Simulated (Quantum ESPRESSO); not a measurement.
**Si2Mo under changes of volume**

One of the cells (13.416 Å³/atom); the others are scaled copies at fixed shape and fractional positions:

```
Mo Si
1.0
    -1.60000    1.60000    3.93050
     1.60000   -1.60000    3.93050
     1.60000    1.60000   -3.93050
Mo Si
1 2
Direct
  0.00000 0.00000 0.00000
  0.66700 0.66700 0.00000
  0.33300 0.33300 0.00000
```

| Property | Result |
| --- | --- |
| Program | Quantum ESPRESSO 7.5 |
| Functional | PBE |
| Potentials or basis | SSSP 1.3 efficiency PBE |
| Cutoff | 816 eV |
| Density cutoff | 5987 eV |
| k mesh | 12 × 12 × 12 |
| Occupations | fermi-dirac, width 0.05 eV |
| Spin | no spin polarisation |

| volume (Å³/atom) | energy over the lowest point (meV/atom) | pressure (GPa) |
| --- | --- | --- |
| 12.611 | ? | ? |
| 12.879 | 22.71 | 11.8 |
| 13.148 | 7.29 | 6.7 |
| 13.416 | 0.00 | 2.1 |
| 13.684 | 0.01 | -2.1 |
| 13.953 | 6.58 | -5.8 |
| 14.221 | 19.02 | -9.1 |

Question: What does the run at 12.611 Å³/atom give?

Answer: Energy over the lowest point 47.19 meV/atom; pressure 17.5 GPa.

Worked out: A Birch-Murnaghan fit of order 3 (a polynomial in V^(-2/3)) to the other rows has its minimum at 13.55 Å³/atom with B0 = V·E''(V) = 208 GPa and B' = 4.3 at fixed shape and positions, which overstates the stiffness. It gives 47.10 meV/atom at 12.611 Å³/atom, against the run's 47.19, and -dE/dV = 17.5 GPa, against 17.5.

Energies are extrapolated to zero smearing.
